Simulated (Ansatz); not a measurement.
# Ti: properties at the relaxed cell

The task here is to estimate one member of a computed series from the others.

Computed with Ansatz 0.2.0 (DFT r2SCAN, scalar-relativistic, plane waves, PAW, unless a step's input says otherwise).

1 further run of the same task is left out (set aside as unsound or not needed).

### The starting structure

The structure is hexagonal, space group P6_3/mmc (No. 194). The conventional cell has a = 2.935 Å, b = 2.935 Å, c = 4.638 Å, α = 90.00°, β = 90.00°, γ = 120.00°. Ti (site symmetry -6m2) has 12 Ti at 2.87 to 2.94 Å as nearest neighbours.

Structure file:

```
Ti
1.0
     2.93519    0.00000    0.00000
    -1.46759    2.54195    0.00000
     0.00000    0.00000    4.63805
Ti
2
Direct
  0.33333 0.66667 0.25000
  0.66667 0.33333 0.75000
```

It is the result of an earlier relaxation at this level (volume 17.30 Å³/atom; gap on the mesh: none (metal)).

The first run:

input.yaml reads:

```yaml
crystal:
  lattice:
    - [2.9351862905, 0.0, 0.0]
    - [-1.4675931453, 2.5419458924, 0.0]
    - [0.0, 0.0, 4.6380486582]
  atoms:
    - { symbol: Ti, position: [0.3333333333, 0.6666666667, 0.25] }
    - { symbol: Ti, position: [0.6666666667, 0.3333333333, 0.75] }
basis:
  ecutwfc: 500
kpoints:
  mp_grid: { grid: [18, 18, 10] }
  band_path:
    path:
      - [[0.0, 0.0, 0.0], [0.5, 0.0, 0.0], [0.33333333, 0.33333333, 0.0], [0.0, 0.0, 0.0], [0.0, 0.0, 0.5], [0.5, 0.0, 0.5], [0.33333333, 0.33333333, 0.5], [0.0, 0.0, 0.5]]
      - [[0.5, 0.0, 0.5], [0.5, 0.0, 0.0]]
      - [[0.33333333, 0.33333333, 0.5], [0.33333333, 0.33333333, 0.0]]
    npoints: 14
hamiltonian:
  xc: r2scan
scf:
  occupations: { method: gaussian, width: 0.1 }
  n_extra_bands: 6
output:
  forces: true
  stress: true
  eigenvalues: true
  populations: true
  dos: { projected: true, de: 0.02, nscf_kmesh: { grid: [27, 27, 15] } }
  bader: true
```

Run with:

```bash
> ansatz run input.yaml --threads 1 --pin off --max-ram 2560MiB --backend cpu --events-out ev --progress --plain --runs-dir out
```

Steps of the session up to this table: Static run: bands, density of states and charges; Back to the database's cell; Volume × 0.97; The cell scaled to 1.03 of its volume; Point at V/V0 = 0.94; Volume × 1.06; Volume × 0.91; The cell scaled to 1.10 of its volume; Volume × 0.88.

One of the session's tables, all rows but one given; the rest of the session is left out.

It belongs to the step «Fit of the equation of state». 

```
volume (Å³/atom)  energy above the lowest point (meV/atom)  pressure (GPa)
          15.226                                     109.7           18.67
          15.745                                      58.6           13.01
          16.264                                         ?               ?
          16.783                                       5.9            3.76
          17.302                                       0.0            0.00
          17.822                                       5.5           -3.28
          18.341                                      21.0           -6.16
          19.033                                      55.0           -9.44
```

Estimate the missing values for volume (Å³/atom) = 16.264.

Worked estimate for «energy above the lowest point (meV/atom)». A straight line through the neighbours (15.745, 58.6) and (16.783, 5.9) gives 58.6 + (5.9 − 58.6) × (16.264 − 15.745) / (16.783 − 15.745) = 32.3; a parabola fitted to 4 rows on both sides gives 24.7.

The run gave: energy above the lowest point (meV/atom): 24.8; pressure (GPa): 8.07. In «energy above the lowest point (meV/atom)» the line misses by +7.5 and the parabola by -0.1.
